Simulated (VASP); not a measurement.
A VASP 6.6.1 single-point calculation on MgO

INCAR

```
LWAVE = .FALSE.
LREAL = .FALSE.
LCHARG = .FALSE.
IBRION = -1
SIGMA = 0.02
EDIFF = 1E-7
GGA = PE
NSW = 0
LASPH = .TRUE.
IVDW = 12
PREC = Accurate
NBANDS = 11
NELM = 120
ISMEAR = -1
ISIF = 2
ENCUT = 520
```

KPOINTS

```
KPOINTS created by Atomic Simulation Environment
0
Gamma
10 10 10
0 0 0
```

POSCAR

```
Mg O
 1.0000000000000000
     0.0000000000000000    2.1442107637999999    2.1442107637999999
     2.1442107637999999    0.0000000000000000    2.1442107637999999
     2.1442107637999999    2.1442107637999999    0.0000000000000000
 Mg  O
   1   1
Cartesian
  0.0000000000000000  0.0000000000000000  0.0000000000000000
  2.1442107637999999  2.1442107637999999  2.1442107637999999
```

The recommended PBE PAW datasets give the neutral cell 8 valence electrons.

Command

```
mpirun -np 1 vasp_std
```

Task: How does this run end, and what does it give?

Result: It converged. Results: gap between bands v and c on the k mesh 4.22 eV; least direct gap on the k mesh 4.22 eV; pressure -8.8 GPa. Band v is the last that the valence electrons fill when counted band by band, and c is the next.

OSZICAR

```
N       E                     dE             d eps       ncg     rms          rms(c)
DAV:   1     0.980830913284E+01    0.98083E+01   -0.45193E+03  1226   0.645E+02
DAV:   2    -0.130870590231E+02   -0.22895E+02   -0.22168E+02  1188   0.127E+02
DAV:   3    -0.134601193850E+02   -0.37306E+00   -0.37286E+00  1243   0.141E+01
DAV:   4    -0.134609906604E+02   -0.87128E-03   -0.87126E-03  1133   0.783E-01
DAV:   5    -0.134609937473E+02   -0.30869E-05   -0.30869E-05  1220   0.464E-02    0.718E+00
DAV:   6    -0.119266838754E+02    0.15343E+01   -0.92105E+00  1070   0.163E+01    0.232E+00
DAV:   7    -0.119114070725E+02    0.15277E-01   -0.68480E-02  1130   0.223E+00    0.135E+00
DAV:   8    -0.119053749807E+02    0.60321E-02   -0.31983E-02  1088   0.198E+00    0.260E-01
DAV:   9    -0.119049312311E+02    0.44375E-03   -0.63859E-04  1172   0.178E-01    0.146E-01
DAV:  10    -0.119049006713E+02    0.30560E-04   -0.53829E-04  1133   0.174E-01    0.765E-03
DAV:  11    -0.119049029834E+02   -0.23120E-05   -0.39584E-06  1196   0.148E-02    0.620E-03
DAV:  12    -0.119049028724E+02    0.11101E-06   -0.75275E-07  1169   0.645E-03    0.687E-04
DAV:  13    -0.119049028505E+02    0.21886E-07   -0.68021E-08   598   0.156E-03
   1 F= -.12459520E+02 E0= -.12459520E+02  d E =-.526868E-11
```

For comparison, a separate PBE run of the intended cell, on usual settings and not on those above, gives a gap of 4.22 eV on its mesh and a pressure of -4.2 GPa.
